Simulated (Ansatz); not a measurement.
# Equation of state of SnSe from a dense series

```xyz
2
Lattice="0.0000 3.0100 3.0100 3.0100 0.0000 3.0100 3.0100 3.0100 0.0000" Properties=species:S:1:pos:R:3 pbc="T T T"
Sn    0.0000    0.0000    0.0000
Se    3.0100    3.0100    3.0100
```

Atoms are numbered in the order listed.

Conventional cell: a = 6.020 Å, b = 6.020 Å, c = 6.020 Å, α = 90.00°, β = 90.00°, γ = 90.00°. Around Sn (atom 1) lie 6 Se at 3.01 Å. Se (atom 2) has 6 Sn at 3.01 Å as nearest neighbours.

The cell is COD entry 9008725, as deposited and not checked against the literature; nothing was relaxed.

Spin–orbit coupling is left out, though it moves levels of the heavy atoms by tenths of an eV or more.

Level of theory: Ansatz 0.2.0, DFT, PBE, all-electron LAPW, scalar-relativistic.

Settings: a Γ-centred 9×9×9 k mesh, Fermi–Dirac smearing of 0.02 eV, basis error target 0.25 meV/atom, no spin polarisation.

The cell is scaled evenly. Fractional coordinates are held (clamped ions).

```csv
V (Å³/atom),P (GPa)
25.635,4.76
26.725,2.14
26.998,1.57
27.271,1.03
27.544,0.51
27.816,0.02
28.362,-0.88
28.907,-1.70
```

Question: Fit a third-order Birch–Murnaghan curve to the pressures.

Answer: P = (3B0/2)(y^(7/2) − y^(5/2))[1 + (3/4)(B0′ − 4)(y − 1)] with y = (V0/V)^(2/3) fits within 0.01 GPa for V0 = 27.829 Å³/atom, B0 = 48.5 GPa and B0′ = 4.32.

Question: Predict the pressure at the withheld volume, 26.180 Å³/atom.

Answer: There y = 1.0416, so the fit gives 3.38 GPa; the run gave 3.38 GPa.
